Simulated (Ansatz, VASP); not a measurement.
## MnS in VASP and in Ansatz

The input INCAR:

```
SYSTEM = MnS
PREC = Accurate
ENCUT = 520
EDIFF = 1E-6
ISMEAR = 0
SIGMA = 0.05
LREAL = .False.
LASPH = .True.
NELM = 150
ALGO = Normal
ISIF = 2
LWAVE = .False.
LCHARG = .False.
ISPIN = 2
MAGMOM = 5 5 0 0
LORBIT = 11
LMAXMIX = 4
LDAU = .True.
LDAUTYPE = 1
LDAUL = 2 -1
LDAUU = 4 0
LDAUJ = 0.9 0
LDAUPRINT = 1
GGA = PS
NBANDS = 31
```

File KPOINTS:

```
regular mesh
0
Gamma
  6 6 6
  0 0 0
```

The input POSCAR:

```
MnS
1.0
    0.0000000000      2.6122498900      2.6122498900
    5.2244997800      2.6122498900      2.6122498900
    5.2244997800      5.2244997800      0.0000000000
Mn S
2 2
Direct
    0.0000000000      0.0000000000      0.0000000000
    0.0000000000      0.0000000000      0.5000000000
    0.5000000000      0.5000000000      0.0000000000
    0.5000000000      0.5000000000      0.5000000000
```

Input for Ansatz:

```yaml
crystal:
  lattice:
    - [0.0, 2.61224989, 2.61224989]
    - [5.22449978, 2.61224989, 2.61224989]
    - [5.22449978, 5.22449978, 0.0]
  atoms:
    - { symbol: Mn, position: [0.0, 0.0, 0.0], spin: 5.0 }
    - { symbol: S, position: [0.5, 0.5, 0.0] }
    - { symbol: Mn, position: [0.0, 0.0, 0.5], spin: 5.0 }
    - { symbol: S, position: [0.5, 0.5, 0.5] }
basis:
  ecutwfc: 420
  ecutrho_ratio: 4
kpoints:
  mp_grid: { grid: [6, 6, 6] }
hamiltonian:
  xc: pbesol
  hubbard:
    sites:
      - { site: 0, l: d, u: 4.0, j: 0.9 }
      - { site: 2, l: d, u: 4.0, j: 0.9 }
scf:
  occupations: { method: gaussian, width: 0.05 }
  lower_state_search: "off"
  max_iter: 150
output:
  forces: true
  stress: true
  eigenvalues: true
  populations: true
  hubbard: { sites: [{ site: 0, l: d }, { site: 2, l: d }] }
magnetization:
  spin_polarized: true
```

Alike in both runs: task single point; functional PBEsol; k mesh 6 × 6 × 6; occupations gaussian, width 0.05 eV; collinear spin; Hubbard terms Mn d U = 4.0 eV, J = 0.9 eV.

```csv
,VASP,Ansatz
version,VASP 6.6.1,Ansatz 0.2.0
potentials or method,"VASP PAW PBE potentials, release 64 (Mn_pv, S)","scalar-relativistic, plane waves, PAW"
plane-wave cutoff (eV),520,420
valence electrons in the cell,38,42
```

```csv
,VASP,Ansatz,Ansatz less VASP
gap on the k mesh at the Fermi level (eV),0.19,0.48,+0.291
least direct gap on the mesh (eV),1.52,1.84,+0.323
pressure (GPa),-1.0,-0.6,+0.47
net moment per atom (μB),2.50,2.50,0.000
size of the moment on the site where the two differ most (μB),4.55,4.47,-0.081
```

Site moments also hang on the region over which each program counts them. The programs project onto different local orbitals, so the same U acts differently. The two sets of potentials don't hold the same shells in valence.

Caveats: the PAW data sets were made with another functional, which shifts forces and pressure a little (VASP). The state reached can hang on the start; a lower one may exist.
